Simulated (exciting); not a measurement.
# CdTe: single point with PBE

**The experiment to reproduce.**

From a printed reference work, data compilation, for a bulk crystal of CdTe at 0 K: band gap 1.607 eV.

The system is CdTe.

```xyz
2
Lattice="0.0000 3.2050 3.2050 3.2050 0.0000 3.2050 3.2050 3.2050 0.0000" Properties=species:S:1:pos:R:3 pbc="T T T"
Te    1.6025    1.6025    1.6025
Cd    0.0000    0.0000    0.0000
```

```yaml
Program: exciting (release sodium)
Task: single point
Functional: PBE
Potentials_or_basis: all-electron LAPW+lo, shipped species files, valence relativity iora*
rgkmax: 9
k_mesh: 7 × 7 × 7
Occupations: gaussian, width 0.05 eV
Spin: no spin polarisation
```

* Band gap on the k mesh: 0.87 eV, direct
* All electrons inside the program's atomic spheres: Te 49.08; Cd 46.00 (radii Te 2.3, Cd 2.3 bohr)

Levels at points of the mesh, in eV from the valence-band top:
```
           k point  band 14  band 15  band 16  band 17  band 18  band 19  band 20  band 21
(0.00, 0.00, 0.00)    -8.13     0.00     0.00     0.00     0.87     4.60     4.60     4.60
```

Run time: 2.6 min on 1 thread of Arm Neoverse V2, on a shared host, peak memory 0.16 GiB.

Against the measured gap of CdTe, 1.607 eV (0 K; a printed reference work, data compilation), the calculated 0.87 eV is off by -0.74 eV. Spin-orbit coupling on Cd, Te is left out. The value is that of PBE, without temperature or zero-point motion. Semilocal functionals fall short of measured gaps as a rule.

Caveat: spin-orbit coupling is left out, which moves the levels of the heavy elements.
